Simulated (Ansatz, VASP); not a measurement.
# Cross-check of As (linear As chain) between VASP and Ansatz

Wanted: the spread between two codes on one cell, functional and k mesh. The cell is taken from a series of runs on this material, whose earlier steps may have relaxed, scaled, displaced or heated it; both programs get it as it stands.

Calculated with Ansatz 0.2.0; plane waves, with VASP 6.6.1 beside it; single point at PBE.

## 1. The structure

The cell holds 1 atom: 1 As. Cell: a = 7.500 Å, b = 7.500 Å, c = 2.048 Å, α = 90.0°, β = 90.0°, γ = 90.0°. Vacuum lies along a and b. The structure's axis is c.

## 2. VASP: single point, PBE, pair 1

A single point gives forces, pressure and levels at one fixed geometry, so differences don't come from the geometry; what else differs is listed under the comparison.

Lines of VASP's logs that name or quote its potential files are left out, and so is its time.

The input, INCAR:

```
SYSTEM = As
PREC = Accurate
ENCUT = 500
EDIFF = 1E-06
NELM = 200
ISMEAR = -1
SIGMA = 0.05
LREAL = .FALSE.
ALGO = Normal
GGA = PE
NBANDS = 9
ISPIN = 2
MAGMOM = 0
LORBIT = 11
LWAVE = .FALSE.
LCHARG = .FALSE.
ISIF = 2
LASPH = .TRUE.
GGA_COMPAT = .FALSE.
```

The input, POSCAR:

```
As
1.0
    7.5000000000      0.0000000000      0.0000000000
    0.0000000000      7.5000000000      0.0000000000
    0.0000000000      0.0000000000      2.0478144673
As
1
Direct
    0.5000000000      0.5000000000      0.0000000000
```

The input, KPOINTS:

```
Automatic mesh
0
Gamma
1 1 40
0 0 0
```

PAW data sets: As (PBE family, release 64).

Run with:

```sh
mpirun -np 1 vasp_std
```

Numbers of over 12 decimals in the logs are rounded to 6 here.

The program printed:

```text
[banner, memory and clock lines left out]
running    1 mpi-ranks, on    1 nodes
 distrk:  each k-point on    1 cores,    1 groups
 distr:  one band on    1 cores,    1 groups

 POSCAR found type information on POSCAR As
 POSCAR found :  1 types and       1 ions
 LDA part: xc-table for (Slater+PW92), standard interpolation
 POSCAR, INCAR and KPOINTS ok, starting setup
 FFT: planning ... GRIDC
 FFT: planning ... GRID_SOFT
 FFT: planning ... GRID
 WAVECAR not read
 entering main loop
       N       E                     dE             d eps       ncg     rms          rms(c)
DAV:   1     0.241331992717E+02    0.24133E+02   -0.15757E+03   756   0.320E+02
DAV:   2    -0.141464318382E+01   -0.25548E+02   -0.20425E+02   943   0.579E+01
DAV:   3    -0.294297916915E+01   -0.15283E+01   -0.14847E+01   871   0.189E+01
DAV:   4    -0.296047252442E+01   -0.17493E-01   -0.17487E-01  1010   0.246E+00
DAV:   5    -0.296063303587E+01   -0.16051E-03   -0.16051E-03   941   0.200E-01    0.393E+00
DAV:   6    -0.288623605195E+01    0.74397E-01   -0.62697E-02   898   0.992E-01    0.232E+00
DAV:   7    -0.285137856056E+01    0.34857E-01   -0.10649E-01   888   0.128E+00    0.168E-01
DAV:   8    -0.285076972052E+01    0.60884E-03   -0.31141E-03   810   0.282E-01    0.556E-02
DAV:   9    -0.285070599351E+01    0.63727E-04   -0.32478E-04   800   0.721E-02    0.397E-02
DAV:  10    -0.285112151947E+01   -0.41553E-03   -0.40287E-04   772   0.784E-02    0.272E-02
DAV:  11    -0.285126659809E+01   -0.14508E-03   -0.28626E-05   762   0.312E-02    0.103E-02
DAV:  12    -0.285144113031E+01   -0.17453E-03   -0.97951E-06   781   0.185E-02    0.175E-02
DAV:  13    -0.285146911016E+01   -0.27980E-04   -0.14941E-06   788   0.730E-03    0.144E-03
DAV:  14    -0.285148467649E+01   -0.15566E-04   -0.77870E-07   780   0.460E-03    0.230E-03
DAV:  15    -0.285149041378E+01   -0.57373E-05   -0.57243E-07   802   0.361E-03    0.331E-04
DAV:  16    -0.285149039449E+01    0.19299E-07   -0.39064E-09   842   0.356E-04
   1 F= -.28514904E+01 E0= -.28483443E+01  d E =-.629218E-02  mag=    -0.0000
```

OUTCAR, selected parts (step 2):

```text
ion  position               nearest neighbor table
   1  0.500  0.500  0.000-

  LATTYP: Found a simple tetragonal cell.
 ALAT       =     7.5000000000
 C/A-ratio  =     0.2730419290

 Subroutine GETGRP returns: Found 16 space group operations
 (whereof 16 operations were pure point group operations)

The static configuration has the point symmetry D_4h.

 Found     21 irreducible k-points:

   k-points           NKPTS =     21   k-points in BZ     NKDIM =     21   number of bands    NBANDS=      9

   dimension x,y,z NGX =    56 NGY =   56 NGZ =   16
   dimension x,y,z NGXF=   112 NGYF=  112 NGZF=   32

   ENCUT  =  500.0 eV  36.75 Ry    6.06 a.u.  13.67 13.67  3.73*2*pi/ulx,y,z

   NELECT =       5.0000    total number of electrons

 k-points in reciprocal lattice and weights: Automatic mesh
   0.00000000  0.00000000  0.00000000       0.025
   0.00000000  0.00000000  0.02500000       0.050
   0.00000000  0.00000000  0.05000000       0.050
   0.00000000  0.00000000  0.07500000       0.050
   0.00000000  0.00000000  0.10000000       0.050
   0.00000000  0.00000000  0.12500000       0.050
   0.00000000  0.00000000  0.15000000       0.050
   0.00000000  0.00000000  0.17500000       0.050
   0.00000000  0.00000000  0.20000000       0.050
[...]
0.00000000  0.00000000  0.47500000       0.050
   0.00000000  0.00000000  0.50000000       0.025

 average (electrostatic) potential at core
       1 -57.8369

 E-fermi :  -3.0659

 spin component 1
 k-point     1 :       0.0000    0.0000    0.0000
  band No.  band energies     occupation
      1     -17.3548      1.00000
      2      -6.4613      1.00000
      3      -6.4613      1.00000
      4       0.1343      0.00000
      5       1.8340      0.00000
      6       2.9300      0.00000
      7       3.4568      0.00000
      8       3.4568      0.00000
    ...

 k-point     2 :       0.0000    0.0000    0.0250
  band No.  band energies     occupation
      1     -17.3336      1.00000
      2      -6.4374      1.00000
      3      -6.4374      1.00000
      4       0.1557      0.00000
      5       1.8562      0.00000
      6       2.9520      0.00000
      7       3.4794      0.00000
      8       3.4794      0.00000
    ...

 k-point     3 :       0.0000    0.0000    0.0500
  band No.  band energies     occupation
      1     -17.2698      1.00000
      2      -6.3658      1.00000
      3      -6.3658      1.00000
      4       0.2199      0.00000
      5       1.9228      0.00000
      6       3.0180      0.00000
      7       3.5471      0.00000
      8       3.5471      0.00000
    ...

 k-point     4 :       0.0000    0.0000    0.0750
  band No.  band energies     occupation
      1     -17.1634      1.00000
      2      -6.2466      1.00000
      3      -6.2466      1.00000
      4       0.3266      0.00000
      5       2.0339      0.00000
      6       3.1280      0.00000
      7       3.6599      0.00000
      8       3.6599      0.00000
    ...

 k-point     5 :       0.0000    0.0000    0.1000
  band No.  band energies     occupation
      1     -17.0142      1.00000
      2      -6.0802      1.00000
      3      -6.0802      1.00000
      4       0.4753      0.00000
      5       2.1895      0.00000
      6       3.2820      0.00000
      7       3.8178      0.00000
      8       3.8178      0.00000
    ...

 k-point     6 :       0.0000    0.0000    0.1250
  band No.  band energies     occupation
      1     -16.8222      1.00000
      2      -5.8670      1.00000
      3      -5.8670      1.00000
      4       0.6649      0.00000
      5       2.3894      0.00000
      6       3.4800      0.00000
      7       4.0206      0.00000
      8       4.0206      0.00000
    ...

  Total        0.0815950      0.0815950     12.7722767      0.0000000      0.0000000      0.0000000
  in kB        1.1349090      1.1349090    177.6502266      0.0000000      0.0000000      0.0000000
  external PRESSURE =      59.9733482 kB  Pullay stress =       0.0000000 kB

  energy-cutoff  :      500.00
  volume of cell :      115.19
      direct lattice vectors                 reciprocal lattice vectors
     7.500000000  0.000000000  0.000000000     0.133333333  0.000000000  0.000000000
     0.000000000  7.500000000  0.000000000     0.000000000  0.133333333  0.000000000
     0.000000000  0.000000000  2.047814467     0.000000000  0.000000000  0.488325488

 POSITION                                       TOTAL-FORCE (eV/Angst)
 -----------------------------------------------------------------------------------
      3.75000      3.75000      0.00000         0.000000      0.000000      0.000000
 -----------------------------------------------------------------------------------
    total drift:                                0.000000     -0.000000     -0.000000

  FREE ENERGIE OF THE ION-ELECTRON SYSTEM (eV)
  ---------------------------------------------------
  free  energy   TOTEN  =        -2.8514903945 eV

  energy  without entropy=       -2.8451982097  energy(sigma->0) =       -2.84834430

 total charge
# of ion       s       p       d       tot
------------------------------------------
    1        1.300   1.584   0.089   2.973

 magnetization (x)
# of ion       s       p       d       tot
------------------------------------------
    1        0.000   0.000  -0.000   0.000

[... 2 further parts left out ...]
```

This run allows spin, but its moments start at zero, where symmetry between the spins tends to hold them. Its electron count is odd, so without a moment it is a metal by construction.

## 3. Ansatz: single point, PBE, pair 1

Ansatz runs on its default PAW (the set named soft_2) files.

The same cell, functional, mesh and smearing now go to Ansatz, which takes its cutoff from its data sets.

The input, input.yaml:

```yaml
crystal:
  lattice:
    - [7.5, 0.0, 0.0]
    - [0.0, 7.5, 0.0]
    - [0.0, 0.0, 2.0478144673]
  atoms:
    - { symbol: As, position: [0.5, 0.5, 0.0], spin: 0.3 }
magnetization:
  spin_polarized: true
kpoints:
  mp_grid: { grid: [1, 1, 40] }
scf:
  occupations: { method: fermi_dirac, width: 0.05 }
hamiltonian:
  xc: pbe
output:
  transmission:
    e_range: [-2, 2]
    de: 0.035
    kmesh: [1, 1]
    reduced_basis: true
    leads: [[0, 0]]
  stress: true
```

Run with:

```sh
ansatz run input.yaml --threads 4 --pin off --max-ram 8192MiB --backend cpu --events-out ev --progress --plain --runs-dir out
```

The program printed:

```text
Engine: ansatz 0.2.0, x86_64-unknown-linux-gnu
Pseudopotentials: kind: paw
Pseudopotential: As, paw, valence charge 15, recommended cutoff 420 eV (normal), As.paw.azcp
Functional definition: PBE
  parameter kappa = 0.804
  parameter beta = 0.066725
  exchange = pbe_x(kappa = kappa, mu = beta*pi^2/3)
  correlation = pbe_c(beta = beta)
Crystal: 1 atoms, lattice volume = 115.190 Å³
Basis set: ecut = 420 eV, 2247 PW (Γ)
Bands: 12, of which v1, the nominal top of the filled ones, is band 8 counted from 1 (7 counted from 0)
Symmetry: 16 space group operations
Space group: P4/mmm (ITA 123), of the structure as read, at distance tolerance 4.9e-5 Å
Magnetic group: BNS 123.339 (UNI 999), of the structure as read, at distance tolerance 4.9e-5 Å
k-points: 21 of 40
Non-local potential: As, projectors of the file, l = 0: 2, l = 1: 2, l = 2: 3, l = 3: 1
PAW form: soft (Blöchl's): semilocal exchange-correlation on the pseudo side does not see the compensation charge
PAW one-centre angular grid: As, 590 points (default); XC on 64 Gauss nodes
Initial density: superposition of atomic densities (neutral atoms: chi_scale 0, normalization atom)
Starting moments: Σ|m| = 0.3 μB on 1 of 1 site
Initial wavefunctions: pseudopotential atomic-orbital guess
Functional: x = pbe(κ = 0.804, μ = 0.219515), c = pbe(β = 0.066725)
iter 1 solved again at ethr=1.42e-3 eV; its pass at ethr=3.10e-3 eV (dr2=2.14e-1 eV) is discarded
SCF iter   1: F=—  HF=-4854.413821 eV  |F-HF|=—  |Δ(HF+E_count)|=         —  Δρ=1.16e-2 (↑1.16e-2 ↓1.14e-2)  dr2=2.17e-1  dr2_m=1.12e-1  M=0.034 μB ∫|m|=0.034 μB  β_m=0.30  ethr=1.42e-3  ⟨swp⟩=1.0  Hψ=4100  notcnv=0
preconditioner: auto → Resta (q_TF=auto, 1.942 Å⁻¹)  ε∞=1.4  [insulator: Δε(μ)=0.450 eV  Ē_g=10.383 eV  σ=0.050 eV  W_gap=0.58  n_scr=20 (ndim 8)  ℏωp=6.8 eV  f_vac=0.680  D(μ)=0.64/eV (n_scr^D=4)  ε∞_Penn≈1.4  vacuum switching on, ρ_ref=7.8e-3 e/Å³]
spin=Collinear: Resta preconditioning applied to the charge; magnetization (m = ρ↑ − ρ↓) channel mixes plain (no charge-response kernel on spin).
SCF iter   2: F=—  HF=-4854.366050 eV  |F-HF|=—  |Δ(HF+E_count)|=   4.78e-2  Δρ=8.24e-3 (↑8.24e-3 ↓7.73e-3)  dr2=8.60e-2  dr2_m=5.53e-2  M=0.028 μB ∫|m|=0.028 μB  β_m=0.30  ethr=1.42e-3  ⟨swp⟩=2.0  Hψ=671  notcnv=0
SCF iter   3: F=—  HF=-4854.341366 eV  |F-HF|=—  |Δ(HF+E_count)|=   2.47e-2  Δρ=5.38e-3 (↑5.38e-3 ↓4.88e-3)  dr2=1.93e-3  dr2_m=2.73e-2  M=0.024 μB ∫|m|=0.024 μB  β_m=0.30  ethr=5.73e-4  ⟨swp⟩=3.0  Hψ=923  notcnv=0
SCF iter   4: F=—  HF=-4854.342735 eV  |F-HF|=—  |Δ(HF+E_count)|=   1.37e-3  Δρ=3.60e-3 (↑3.60e-3 ↓3.60e-3)  dr2=5.05e-4  dr2_m=1.36e-2  M=0.019 μB ∫|m|=0.019 μB  β_m=0.30  ethr=1.29e-5  ⟨swp⟩=2.0  Hψ=1017  notcnv=0
SCF iter   5: F=—  HF=-4854.343730 eV  |F-HF|=—  |Δ(HF+E_count)|=   9.94e-4  Δρ=2.57e-3 (↑2.49e-3 ↓2.57e-3)  dr2=2.72e-5  dr2_m=6.75e-3  M=0.016 μB ∫|m|=0.016 μB  β_m=0.30  ethr=3.37e-6  ⟨swp⟩=2.0  Hψ=672  notcnv=0
SCF iter   6: F=—  HF=-4854.344232 eV  |F-HF|=—  |Δ(HF+E_count)|=   5.02e-4  Δρ=1.79e-3 (↑1.78e-3 ↓1.79e-3)  dr2=9.34e-7  dr2_m=3.36e-3  M=0.013 μB ∫|m|=0.013 μB  β_m=0.30  ethr=1.81e-7  ⟨swp⟩=2.0  Hψ=816  notcnv=0
SCF iter   7: F=—  HF=-4854.344509 eV  |F-HF|=—  |Δ(HF+E_count)|=   2.77e-4  Δρ=1.26e-3 (↑1.26e-3 ↓1.26e-3)  dr2=2.02e-7  dr2_m=1.68e-3  M=0.010 μB ∫|m|=0.010 μB  β_m=0.30  ethr=6.67e-10  ⟨swp⟩=7.5  Hψ=2742  notcnv=0
Mixer restart at iter 7: flushing history
spin-set hold released at iteration 7 (site moments contracting): the magnetisation degrees of freedom join the quasi-Newton model from the next iteration; the mixer history was flushed
SCF iter   8: F=—  HF=-4854.344656 eV  |F-HF|=—  |Δ(HF+E_count)|=   1.47e-4  Δρ=8.93e-4 (↑8.89e-4 ↓8.93e-4)  dr2=1.43e-7  dr2_m=8.39e-4  M=0.008 μB ∫|m|=0.008 μB  β_m=0.65  ethr=6.67e-10  ⟨swp⟩=6.3  Hψ=2435  notcnv=0
SCF iter   9: F=—  HF=-4854.344835 eV  |F-HF|=—  |Δ(HF+E_count)|=   1.79e-4  Δρ=4.46e-5 (↑4.46e-5 ↓4.46e-5)  dr2=4.53e-8  dr2_m=2.09e-6  M=0.002 μB ∫|m|=0.002 μB  β_m=0.82  ethr=6.67e-10  ⟨swp⟩=3.5  Hψ=2724  notcnv=0
SCF iter  10: F=—  HF=-4854.344839 eV  |F-HF|=—  |Δ(HF+E_count)|=   4.06e-6  Δρ=2.08e-5 (↑2.08e-5 ↓2.06e-5)  dr2=1.76e-8  dr2_m=4.51e-7  M=0.001 μB ∫|m|=0.001 μB  β_m=0.91  ethr=3.02e-10  ⟨swp⟩=6.2  Hψ=2410  notcnv=0
SCF iter  11: F=—  HF=-4854.344841 eV  |F-HF|=—  |Δ(HF+E_count)|=   1.26e-6  Δρ=6.12e-6 (↑6.08e-6 ↓6.12e-6)  dr2=4.37e-8  dr2_m=3.20e-8  M=0.000 μB ∫|m|=0.000 μB  β_m=0.76  ethr=1.18e-10  ⟨swp⟩=5.9  Hψ=2364  notcnv=0
SCF iter  12: F=—  HF=-4854.344841 eV  |F-HF|=—  |Δ(HF+E_count)|=   2.71e-8  Δρ=1.38e-6 (↑1.34e-6 ↓1.38e-6)  dr2=3.99e-11  dr2_m=1.94e-9  M=0.000 μB ∫|m|=0.000 μB  β_m=0.88  ethr=1.18e-10  ⟨swp⟩=5.1  Hψ=2123  notcnv=0
SCF iter  13: F=-4854.344841 eV  HF=-4854.344841 eV  |F-HF|=2.73e-12  |Δ(HF+E_count)|=   6.37e-9  Δρ=7.42e-8 (↑7.42e-8 ↓4.84e-8)  dr2=1.87e-12  dr2_m=3.87e-12  M=0.000 μB ∫|m|=0.000 μB  ethr=1.00e-12  ⟨swp⟩=3.4  Hψ=1388  notcnv=0
SCF 1 converged in 13 iterations: F = -4854.344841 eV  dr2 = 1.87e-12
  greatest PAW one-centre occupation: 0.999 electrons in one spin orbital (limit 2), on the As atom at site 0 (counted from 0), in its partial waves of l = 2
WARN: the starting moments were not kept: the SCF closed with an absolute magnetisation of 2.3e-6 μB, where they sum to 0.3 μB in size (1 site). That is at most 0.1 of that sum. Measured as dr2_m measures the in/out step, that magnetisation stands 7.6e-13 eV from none, at or under the dr2_threshold of 1.0e-7 eV: it is no larger than a step whose dr2_m would equal this threshold. The system may hold no moment; this SC [...]
transmission: 6 of 36 steps passed
transmission: 9 of 36 steps passed
[...]
transmission: 36 of 36 steps passed
SCF converged after 13 iterations
Magnetization: 0.0000 μB (7.5000 up, 7.5000 down)
Absolute magnetization: 0.0000 μB (∫|ρ↑−ρ↓|, with the PAW one-centre terms)
Spin contamination: 0.0000 ħ² per cell (⟨S²⟩ above its minimum at these occupations)
Per-site moments (μB) at R_I (Å): [(3.2323162629407987e-7, 0.844723)]
Free energy (F): -4854.344841 eV
Harris-Foulkes:  -4854.344841 eV  (|F-HF|=2.73e-12)
Internal energy: -4854.338726 eV  (E = F + TS)
E sigma→0 (E₀):  -4854.341783 eV
Entropy (-TS):   -0.006114 eV (-6.114 meV/atom)
Fermi energy:    -2.086832 eV
--- Per-component energies (eV) ---
  E_band       = -417.919968
  E_kinetic    = 105.561545
  E_local      = -4337.383284  (includes V_loc(G=0)·N_el)
  E_nonlocal   = -670.670215
  E_hartree    = 2165.388858
  E_xc         = -79.977476
  E_vxc        = -80.035773  (∫ρ·V_xc dr)
  E_paw        = -1834.215528  (= ΣΔE_a)
  E_vpaw       = 233.830115  (= ΣTr[D̂ρ^β])
  E_aug_tail   = 0.000009  (compensation charges beyond the density's cutoff)
  E_ewald      = -203.042635
  E_smearing   = -0.006114  (= −TS)
  E_closure    = 0.000000  (closes the sum)
  Σ components = -4854.344841   (vs F -4854.344841, Δ=0.00e0)
--- Stress (GPa, compression-positive) ---
        0.114328       0.000000       0.000000
        0.000000       0.114328       0.000000
        0.000000       0.000000      17.277438
  P = ⅓ Tr σ = 5.8354 GPa (58.354 kbar)
--- Band table (eV; the first three rows and the last of 42) ---
  k-point 0 ↑: bands = [... 4 lower, -37.6214, -16.3600, -5.4743, -5.4743, 1.1195, 2.8252, 3.9285, 4.4425]
  k-point 1 ↑: bands = [... 4 lower, -37.6239, -16.3391, -5.4505, -5.4505, 1.1410, 2.8475, 3.9506, 4.4651]
  k-point 2 ↑: bands = [... 4 lower, -37.6313, -16.2762, -5.3789, -5.3789, 1.2052, 2.9142, 4.0168, 4.5328]
  k-point 20 ↓: bands = [... 4 lower, -37.4590, -8.6455, -6.2657, 2.0344, 2.0344, 6.0062, 6.0062, 9.7747]
--- Transmission ---
  basis      : 497 plane waves across, 3 finite elements along
  points     : 1, standing for a mesh of 1 x 1
  filling    : by the input's occupations and mesh, since the crystals that have channels conduct as metals do. If one of these is a semiconductor, that mesh has misplaced its level
  energies   : 115 from -2.000000 to 1.990000 eV about the Fermi level, 0.035000 eV apart; the leads are filled to 0.000000 eV, and channels, transmission and decay are at -0.005000 eV
  crystal 0  : As1, at the sites [0, 0], period 2.0478 Å: whole cells are its period
    offset         : up to 0.0000 Å between an atom of the period and one for which it stands
    filled         : 133.7 meV under the level at which it is neutral
    channels       : 3.000000e0 up, 3.000000e0 down
    conductance    : 4.1323e14 S/m² at 300 K; may be off by some 0.0 % by where its bands' edges are placed, 0.0 % from the distance to neutral
```

Reading the cycles: dr2 is the Hartree energy of the density residual (eV), the measure of convergence; HF is the Harris–Foulkes estimate of the energy, which meets the free energy F at convergence.

## 4. Side by side

Known differences besides the potentials themselves: the data sets hold 15 valence electrons in Ansatz (on its default PAW (the set named soft_2) files) and 5 in VASP; the cutoff is 420 eV in Ansatz and 500 eV in VASP. Total energies have different zeros and are not compared.

Both answers:

| quantity | Ansatz | VASP | difference |
| --- | --- | --- | --- |
| pressure (GPa) | 5.84 | 6.00 | -0.16 |

## 5. VASP: single point, PBE, pair 2

A single point gives forces, pressure and levels at one fixed geometry, so differences don't come from the geometry; what else differs is listed under the comparison. The cell compared in this pair holds 120.43 Å³, against 115.19 Å³ for the pair before.

INCAR is that of step 2.

POSCAR: that of step 2 with these lines changed.

```diff
@@ -4,3 +4,3 @@
     0.0000000000      7.5000000000      0.0000000000
-    0.0000000000      0.0000000000      2.0478144673
+    0.0000000000      0.0000000000      2.1408969431
 As
```

The input, KPOINTS:

```
Automatic mesh
0
Gamma
1 1 38
0 0 0
```

Run with:

```sh
mpirun -np 1 vasp_std
```

The program printed:

```text
[... set-up lines as in an earlier step ...]
 entering main loop
       N       E                     dE             d eps       ncg     rms          rms(c)
DAV:   1     0.220832867129E+02    0.22083E+02   -0.15362E+03   720   0.318E+02
DAV:   2    -0.190390100909E+01   -0.23987E+02   -0.18669E+02   926   0.557E+01
DAV:   3    -0.334056047870E+01   -0.14367E+01   -0.14351E+01   855   0.185E+01
DAV:   4    -0.335388934761E+01   -0.13329E-01   -0.13328E-01   932   0.215E+00
[...]
DAV:  14    -0.329023241889E+01   -0.81931E-05   -0.41254E-07   751   0.364E-03    0.172E-03
DAV:  15    -0.329023679265E+01   -0.43738E-05   -0.41998E-07   755   0.313E-03    0.252E-04
DAV:  16    -0.329023681652E+01   -0.23871E-07   -0.17078E-09   816   0.326E-04
   1 F= -.32902368E+01 E0= -.32898265E+01  d E =-.820621E-03  mag=     0.0000
```

From OUTCAR (step 5):

```text
  Total        0.0893464      0.0893464      7.0442340      0.0000000     -0.0000000     -0.0000000
  in kB        1.1886924      1.1886924     93.7186599      0.0000000     -0.0000000     -0.0000000
  external PRESSURE =      32.0320149 kB  Pullay stress =       0.0000000 kB

 POSITION                                       TOTAL-FORCE (eV/Angst)
 -----------------------------------------------------------------------------------
      3.75000      3.75000      0.00000         0.000000      0.000000      0.000000
 -----------------------------------------------------------------------------------
    total drift:                               -0.000000     -0.000000      0.000000

  FREE ENERGIE OF THE ION-ELECTRON SYSTEM (eV)
  ---------------------------------------------------
  free  energy   TOTEN  =        -3.2902368165 eV

  energy  without entropy=       -3.2894161951  energy(sigma->0) =       -3.28982651

 magnetization (x)
# of ion       s       p       d       tot
------------------------------------------
    1        0.000   0.000   0.000   0.000

[... 3 further parts left out ...]
[key lines of the parts left out:]
E-fermi :  -3.1903
```

[end of part 1 of 2]

[Lines on the potential files, build, host, timing and source positions are cut from VASP's logs without a mark.]

[Logs are printed without paths, hosts, clocks, repeated set-up lines and the standing remarks that a program may print on its own settings, such as how far it seeks lower states.]

[Hosts, paths, dates, database ids (printed as entryN), source tags and the programs' standing remarks are cut or masked in the printed files.]
